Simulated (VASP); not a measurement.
# CoSi (P2_13) in VASP: notebook

One crystal, CoSi, is run at these levels: BLYP, BLYP+D3, BLYP+D3(BJ); tasks: relaxation of cell and atoms.

Program: VASP 6.6.1. These are calculated values, not measurements. Logs are shortened: lines on timing, memory, paths and dates and some standing lists are left out, and cuts for length are marked.

## (1) Starting point

The structure is cubic, space group P2_13 (No. 198). Conventional cell: a = 4.438 Å, b = 4.438 Å, c = 4.438 Å, α = 90.00°, β = 90.00°, γ = 90.00°. Co (site symmetry 3) is surrounded by 7 Si at 2.28 to 2.47 Å. Around Si (site symmetry 3) lie 7 Co at 2.28 to 2.47 Å.

## (2) Relaxation of cell and atoms, BLYP, collinear spin, ferromagnetic start

INCAR reads:

```
SYSTEM = CoSi
  AGGAC = 1.0
  AGGAX = 1.0
  ALDAC = 0.0
  ALDAX = 1.0
  ALGO = Normal
  EDIFF = 1E-6
  EDIFFG = -0.01
  ENCUT = 600
  GGA = B5
  IBRION = 2
  ISIF = 3
  ISMEAR = -1
  ISPIN = 2
  LASPH = .True.
  LCHARG = .False.
  LMAXMIX = 4
  LORBIT = 11
  LREAL = .False.
  LWAVE = .False.
  MAGMOM = 2 2 2 2 0 0 0 0
  NELM = 100
  NSW = 40
  PREC = Accurate
  SIGMA = 0.05
```

KPOINTS reads:

```
k-points
0
Gamma
  5 5 5
  0 0 0
```

POSCAR reads:

```
CoSi
1.0
    4.4380000000      0.0000000000      0.0000000000
    0.0000000000      4.4380000000      0.0000000000
    0.0000000000      0.0000000000      4.4380000000
Co Si
4 4
Direct
    0.8600000000      0.6400000000      0.3600000000
    0.6400000000      0.3600000000      0.8600000000
    0.3600000000      0.8600000000      0.6400000000
    0.1400000000      0.1400000000      0.1400000000
    0.1570000000      0.3430000000      0.6570000000
    0.3430000000      0.6570000000      0.1570000000
    0.6570000000      0.1570000000      0.3430000000
    0.8430000000      0.8430000000      0.8430000000
```

Potentials or basis: VASP PAW PBE potentials, release 64 (Co, Si).

Started as:

```
> cat potpaw_PBE.64/Co/POTCAR potpaw_PBE.64/Si/POTCAR > POTCAR
> mpirun -np 1 vasp_std > vasp.out
```

OUTCAR:

```text
SYSTEM = CoSi
   EDIFF = 1E-6
   EDIFFG = -0.01
   ENCUT = 600
   GGA = B5
   IBRION = 2
   ISIF = 3
   ISMEAR = -1
   ISPIN = 2
   LASPH = .True.
   LORBIT = 11
   LREAL = .False.
   NELM = 100
   NSW = 40
   PREC = Accurate

 ion  position               nearest neighbor table
   1  0.860  0.640  0.360-   5 2.28   6 2.33   7 2.33   8 2.33   7 2.47   8 2.47   6 2.47   2 2.72
                             2 2.72   4 2.72   4 2.72   3 2.72   3 2.72
   2  0.640  0.360  0.860-   6 2.28   5 2.33   7 2.33   8 2.33   5 2.47   7 2.47   8 2.47   1 2.72
                             1 2.72   3 2.72   3 2.72   4 2.72   4 2.72
   3  0.360  0.860  0.640-   7 2.28   6 2.33   5 2.33   8 2.33   6 2.47   5 2.47   8 2.47   4 2.72
                             2 2.72   2 2.72   4 2.72   1 2.72   1 2.72
   4  0.140  0.140  0.140-   8 2.28   6 2.33   7 2.33   5 2.33   6 2.47   5 2.47   7 2.47   1 2.72
                             3 2.72   3 2.72   1 2.72   2 2.72   2 2.72
   5  0.157  0.343  0.657-   1 2.28   2 2.33   3 2.33   4 2.33   3 2.47   4 2.47   2 2.47   8 2.75
                             6 2.75   6 2.75   8 2.75   7 2.75   7 2.75
   6  0.343  0.657  0.157-   2 2.28   1 2.33   3 2.33   4 2.33   1 2.47   3 2.47   4 2.47   8 2.75
                             5 2.75   5 2.75   7 2.75   7 2.75   8 2.75
   7  0.657  0.157  0.343-   3 2.28   2 2.33   1 2.33   4 2.33   2 2.47   1 2.47   4 2.47   8 2.75
                             8 2.75   5 2.75   6 2.75   6 2.75   5 2.75
   8  0.843  0.843  0.843-   4 2.28   2 2.33   3 2.33   1 2.33   2 2.47   1 2.47   3 2.47   5 2.75
                             6 2.75   7 2.75   7 2.75   5 2.75   6 2.75

  LATTYP: Found a simple cubic cell.
 ALAT       =     4.4380000000

  Lattice vectors:

 A1 = (   4.4380000000,   0.0000000000,   0.0000000000)
 A2 = (   0.0000000000,   4.4380000000,   0.0000000000)
 A3 = (   0.0000000000,   0.0000000000,   4.4380000000)

Analysis of symmetry for initial positions (statically):
=====================================================================
 Subroutine PRICEL returns:
 Original cell was already a primitive cell.

 Routine SETGRP: Setting up the symmetry group for a
 simple cubic supercell.

 Subroutine GETGRP returns: Found 12 space group operations
 (whereof  3 operations were pure point group operations)
 out of a pool of 48 trial point group operations.

The static configuration has the point symmetry C_3 .
 The point group associated with its full space group is T   .

Analysis of symmetry for dynamics (positions and initial velocities):
=====================================================================
 Subroutine PRICEL returns:
 Original cell was already a primitive cell.

 Routine SETGRP: Setting up the symmetry group for a
 simple cubic supercell.

 Subroutine GETGRP returns: Found 12 space group operations
 (whereof  3 operations were pure point group operations)
 out of a pool of 48 trial point group operations.

The dynamic configuration has the point symmetry C_3 .
 The point group associated with its full space group is T   .

Analysis of structural, dynamic, and magnetic symmetry:
=====================================================================
 Subroutine PRICEL returns:
 Original cell was already a primitive cell.

 Routine SETGRP: Setting up the symmetry group for a
 simple cubic supercell.

 Subroutine GETGRP returns: Found 12 space group operations
 (whereof  3 operations were pure point group operations)
 out of a pool of 48 trial point group operations.

The overall configuration has the point symmetry C_3 .
 The point group associated with its full space group is T   .

 Subroutine INISYM returns: Found 12 space group operations
 (whereof  3 operations are pure point group operations),
 and found     1 'primitive' translations

----------------------------------------------------------------------------------------

                                     Primitive cell

  volume of cell :      87.4102

  direct lattice vectors                    reciprocal lattice vectors
     4.438000000  0.000000000  0.000000000     0.225326724  0.000000000  0.000000000
     0.000000000  4.438000000  0.000000000     0.000000000  0.225326724  0.000000000
     0.000000000  0.000000000  4.438000000     0.000000000  0.000000000  0.225326724

  length of vectors
     4.438000000  4.438000000  4.438000000     0.225326724  0.225326724  0.225326724

  position of ions in fractional coordinates (direct lattice)
     0.860000000  0.640000000  0.360000000
     0.640000000  0.360000000  0.860000000
     0.360000000  0.860000000  0.640000000
     0.140000000  0.140000000  0.140000000
[... 49 lines left out ...]
 -0.200000  0.400000  0.000000     12.000000
  0.400000  0.400000  0.000000     12.000000
  0.200000  0.200000  0.200000      8.000000
  0.400000  0.200000  0.200000     24.000000
  0.400000  0.400000  0.200000     24.000000
  0.400000  0.400000  0.400000      8.000000
   k-points           NKPTS =     11   k-points in BZ     NKDIM =     11   number of bands    NBANDS=     35
   number of dos      NEDOS =    301   number of ions     NIONS =      8
   total plane-waves  NPLWV =  46656
   dimension x,y,z NGX =    36 NGY =   36 NGZ =   36
   dimension x,y,z NGXF=    72 NGYF=   72 NGZF=   72
   ions per type =               4   4
   NGX,Y,Z   is equivalent  to a cutoff of  13.49, 13.49, 13.49 a.u.
   NGXF,Y,Z  is equivalent  to a cutoff of  26.97, 26.97, 26.97 a.u.
 SYSTEM =  CoSi
   PREC   = accura    normal or accurate (medium, high low for compatibility)
   ISTART =      0    job   : 0-new  1-cont  2-samecut
   ICHARG =      2    charge: 1-file 2-atom 10-const
   ISPIN  =      2    spin polarized calculation?
   LNONCOLLINEAR =      F non collinear calculations
   LSORBIT =      F    spin-orbit coupling
   LASPH  =      T    aspherical Exc in radial PAW
   ENCUT  =  600.0 eV  44.10 Ry    6.64 a.u.   8.86  8.86  8.86*2*pi/ulx,y,z
   NELM   =    100;   NELMIN=  2; NELMDL= -5     # of ELM steps
   EDIFF  = 0.1E-05   stopping-criterion for ELM
   LREAL  =      F    real-space projection
   EDIFFG = -.1E-01   stopping-criterion for IOM
   NSW    =     40    number of steps for IOM
   IBRION =      2    ionic relax: 0-MD 1-quasi-New 2-CG
   NFREE  =      1    steps in history (QN), initial steepest desc. (CG)
   ISIF   =      3    stress and relaxation
   ISYM   =      2    0-nonsym 1-usesym 2-fastsym
   POTIM  = 0.5000    time-step for ionic-motion
   TEBEG  =    0.0;   TEEND  =   0.0 temperature during run
   PSTRESS=    0.0 pullay stress
   NELECT =      52.0000    total number of electrons
   NUPDOWN=      -1.0000    fix difference up-down
   EMIN   =  10.00;   EMAX   =-10.00  energy-range for DOS
   EFERMI =   0.00;   METHOD = LEGACY
   ISMEAR =    -1;   SIGMA  =   0.05  broadening in eV -4-tet -1-fermi 0-gaus
   EFERMI_NEDOS =   21; number of points for ismear=-14 and -15
   IALGO  =     38    algorithm
   IMIX   =      4    mixing-type and parameters
     AMIX     =   0.40;   BMIX     =  1.00
     AMIX_MAG =   1.60;   BMIX_MAG =  1.00
  volume/ion in A,a.u.               =      10.93        73.73
  Fermi-wavevector in a.u.,A,eV,Ry     =   1.376856  2.601881 25.793021  1.895734
  Thomas-Fermi vector in A             =   2.502063
   LORBIT       =     11    0 simple, 1 ext, 2 COOP (PROOUT), +10 PAW based schemes
   GGA     = B5    functional components
   LHFCALC =     F    Hartree Fock is set to
   AEXX    =    0.0000 exact exchange contribution
   IVDW    =     0    specifies the selected vdW correction
   LEPSILON=     F    determine dielectric tensor
   LRPA    =     F    only Hartree local field effects (RPA)
 conjugate gradient relaxation of ions
 spin polarized calculation
  energy-cutoff  :      600.00
  volume of cell :       87.41
 maximum number of plane-waves:      2945
   NGX = 17   NGY = 17   NGZ = 17

--------------------------------------- Ionic step        1  -------------------------------------------

 number of electron      51.9999992 magnetization       0.0004894

 number of electron      51.9999992 magnetization      -0.0005900

 Free energy of the ion-electron system (eV)
  ---------------------------------------------------
  ext. energy  EPLUGINS =         0.00000000
  ---------------------------------------------------
  free energy    TOTEN  =       -45.44763338 eV

  energy without entropy =      -45.43061867  energy(sigma->0) =      -45.43912602

------------------------ aborting loop because EDIFF is reached ----------------------------------------

  FORCE on cell =-STRESS in cart. coord.  units (eV):
  Direction    XX          YY          ZZ          XY          YZ          ZX
  --------------------------------------------------------------------------------------
  -------------------------------------------------------------------------------------
  Total        5.2208556      5.2208556      5.2208556     -0.0000000      0.0000000      0.0000000
  in kB       95.6952482     95.6952482     95.6952482     -0.0000000      0.0000000      0.0000000
  external PRESSURE =      95.6952482 kB  Pullay stress =       0.0000000 kB
[... 207 lines left out ...]
 number of electron      51.9999968 magnetization      -0.0000001

 number of electron      51.9999968 magnetization       0.0000001

 Free energy of the ion-electron system (eV)
  ---------------------------------------------------
  ext. energy  EPLUGINS =         0.00000000
  ---------------------------------------------------
  free energy    TOTEN  =       -45.56958307 eV

  energy without entropy =      -45.55076027  energy(sigma->0) =      -45.56017167

 E-fermi :  11.8756     XC(G=0): -11.9902

 val. band max:       11.8290907133   @ k =   0.0000   0.0000   0.0000
 cond. band min:      11.8948964516   @ k =   0.4000   0.4000   0.4000
 fundamental gap:      0.0658057383
 Fermi energy:        11.8756235275

 spin component 1

 k-point     1 :       0.0000    0.0000    0.0000
  band No.  band energies     occupation
      1      -1.3286      1.00000
      2       3.9245      1.00000
      3       3.9245      1.00000
      4       3.9245      1.00000
      5       6.6939      1.00000
      6       6.6939      1.00000
[... 407 lines left out ...]
     34      17.3206      0.00000
     35      17.6064      0.00000
 Fermi energy:        11.8756235275

 spin component 2

 k-point     1 :       0.0000    0.0000    0.0000
  band No.  band energies     occupation
      1      -1.3286      1.00000
      2       3.9245      1.00000
      3       3.9245      1.00000
      4       3.9245      1.00000
      5       6.6939      1.00000
      6       6.6939      1.00000
[... 442 lines left out ...]
  FREE ENERGIE OF THE ION-ELECTRON SYSTEM (eV)
  ---------------------------------------------------
  free  energy   TOTEN  =       -45.5695830653 eV

  energy  without entropy=      -45.5507602748  energy(sigma->0) =      -45.56017167

 reached required accuracy - stopping structural energy minimisation

 total charge

# of ion       s       p       d       tot
------------------------------------------
    1        0.412   0.557   7.569   8.538
    2        0.412   0.557   7.569   8.538
    3        0.412   0.557   7.569   8.538
    4        0.412   0.557   7.569   8.538
    5        0.740   0.862   0.000   1.602
    6        0.740   0.862   0.000   1.602
    7        0.740   0.862   0.000   1.602
    8        0.740   0.862   0.000   1.602
--------------------------------------------------
tot          4.608   5.674  30.277  40.560

 magnetization (x)

# of ion       s       p       d       tot
------------------------------------------
    1       -0.000  -0.000  -0.000  -0.000
    2       -0.000  -0.000  -0.000  -0.000
    3       -0.000  -0.000  -0.000  -0.000
    4       -0.000  -0.000  -0.000  -0.000
    5        0.000   0.000   0.000   0.000
    6        0.000   0.000   0.000   0.000
    7        0.000   0.000   0.000   0.000
    8        0.000   0.000   0.000   0.000
--------------------------------------------------
tot          0.000   0.000  -0.000  -0.000
```

Wall time 4.1 min (1 thread of Intel Xeon 6975P-C (Granite Rapids), shared host); peak memory 0.27 GiB.

Results:

```
Free energy                                           : -45.5696 eV
Relaxed volume                                        : 11.43 Å³/atom
Relaxed cell                                          : a = 4.505 Å, b = 4.505 Å, c = 4.505 Å, α = 90.00°, β = 90.00°, γ = 90.00°
Space group after relaxing (to 0.05 Å)                : P2_13 (No. 198)
Energy gained by relaxing                             : 15.2 meV/atom
Ionic steps                                           : 6
Pressure after relaxing                               : 0.1 GPa
Largest force after relaxing                          : 0.010 eV/Å
Band gap on the k mesh                                : none (metal or under the smearing width)
Net moment                                            : 0.00 μB per cell
Valence electrons inside the program's atomic spheres : Co 8.54; Si 1.60
```

Forces in eV/Å, atoms in the order of the input:
```
Co   0.006 -0.006  0.006
Co  -0.006  0.006  0.006
Co   0.006  0.006 -0.006
Co  -0.006 -0.006 -0.006
Si   0.002 -0.002  0.002
Si  -0.002  0.002  0.002
Si   0.002  0.002 -0.002
Si  -0.002 -0.002 -0.002
```

Step by step:
```
step  energy change (eV)  largest force (eV/Å)  pressure (GPa)  volume (Å³)
   1              0.0000                0.1868            9.57        87.41
   2             -0.0027                0.1530           -8.05        95.93
   3             -0.1190                0.1290           -0.12        91.54
   4             -0.1190                0.1284           -0.02        91.45
   5             -0.1212                0.0651            0.07        91.46
   6             -0.1219                0.0095            0.12        91.46
```

Final structure:
```
CELL_PARAMETERS angstrom
4.50547 0.00000 0.00000
0.00000 4.50547 0.00000
0.00000 0.00000 4.50547
ATOMIC_POSITIONS crystal
Co 0.85932 0.64068 0.35932
Co 0.64068 0.35932 0.85932
Co 0.35932 0.85932 0.64068
Co 0.14068 0.14068 0.14068
Si 0.15875 0.34125 0.65875
Si 0.34125 0.65875 0.15875
Si 0.65875 0.15875 0.34125
Si 0.84125 0.84125 0.84125
```

Caveat: the starting moments collapsed, and a magnetic state may lie lower; the PAW data sets were made with another functional, which shifts forces and pressure a little.

[end of part 1 of 2]
